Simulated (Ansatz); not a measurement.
# Si6O11: the cost of one run

All numbers below are computed with Ansatz 0.2.0 (DFT PBE+D3(BJ), plane waves, PAW, scalar-relativistic, no spin polarisation).

## Step 1: The structure to begin with

The cell holds 17 atoms (O11Si6): a = 7.301 Å, b = 7.301 Å, c = 7.005 Å, α = 90.00°, β = 90.00°, γ = 120.00°.

The coordinates stand in the first input below.

## Step 2: End point A

input.yaml reads:

```yaml
crystal:
  lattice:
    - [7.300551, 0.0, 0.0]
    - [-3.650275, 6.322462, 0.0]
    - [0.0, 0.0, 7.005124]
  atoms:
    - { symbol: Si, position: [0.5288033, 0.7676776, 0.4157674] }
    - { symbol: Si, position: [0.4654891, 0.2325882, 0.9063313] }
    - { symbol: Si, position: [0.2347833, 0.4663112, 0.7528583] }
    - { symbol: Si, position: [0.7715761, 0.2340805, 0.5871216] }
    - { symbol: Si, position: [0.7727033, 0.5383657, 0.2494261] }
    - { symbol: Si, position: [0.23239, 0.7607279, 0.0859084] }
    - { symbol: O, position: [0.6071602, 0.3821419, 0.0822755] }
    - { symbol: O, position: [-0.0039612, 0.6789398, 0.1640929] }
    - { symbol: O, position: [0.6809075, 0.6767977, 0.3271699] }
    - { symbol: O, position: [0.3183434, 0.3151923, 0.8346308] }
    - { symbol: O, position: [0.6078188, 0.2280914, 0.7561971] }
    - { symbol: O, position: [0.2297885, 0.6138905, 0.9158913] }
    - { symbol: O, position: [0.3131939, -0.0044447, 0.0007781] }
    - { symbol: O, position: [0.000263, 0.315005, 0.6707452] }
    - { symbol: O, position: [0.3917454, 0.7687106, 0.2530983] }
    - { symbol: O, position: [0.3874396, 0.6206211, 0.5917982] }
    - { symbol: O, position: [0.6826864, 0.0014319, 0.5008066] }
basis:
  ecutwfc: 420.0
kpoints:
  mp_grid: { grid: [2, 2, 2] }
hamiltonian:
  xc: pbe
  dispersion: d3bj
  pseudopotentials: { kind: paw, azcp: { folder: soft_1 } }
scf:
  occupations: { method: gaussian, width: 0.02 }
  lower_state_search: "off"
relax:
  f_tol: 0.03
  max_steps: 60
  adjacent_minimum: "off"
```

Run with:

```console
> ansatz run input.yaml --threads 1 --pin off --max-ram 3072MiB --backend cpu --events-out ev --progress --plain --runs-dir out
```

What time and memory should one allow on 1 thread of Arm Neoverse V2, shared host?

About 44 s, with a peak of 0.51 GiB.
